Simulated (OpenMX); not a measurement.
SiC (Moissanite):

```
Si C
1.0
     3.07600    0.00000    0.00000
    -1.53800    2.66389    0.00000
     0.00000    0.00000    5.04800
Si C
2 2
Cartesian
  1.5380 0.8880 2.5240
  0.0000 1.7759 0.0000
  1.5380 0.8880 4.4675
  0.0000 1.7759 1.9435
```

Program: OpenMX 3.8.5. Alike in all runs: task single point; potentials or basis OpenMX 2013 PBE set, Si7.0-s2p2d1, C6.0-s2p2d1, grid cutoff 300 Ry; no spin polarisation; cell as given; k mesh 7 × 7 × 5; smearing fermi-dirac 0.05 eV.

Task: Order these runs on this cell by their pressure, lowest first.
A. level PBE+D3
B. level PBE+D3(BJ)
C. level PBE

Result: B (0.7 GPa), A (3.3 GPa), C (5.4 GPa).

Caveats: the basis of atomic orbitals isn't converged, which shifts pressures, moduli and gaps.

Not every run made on this cell is shown here.
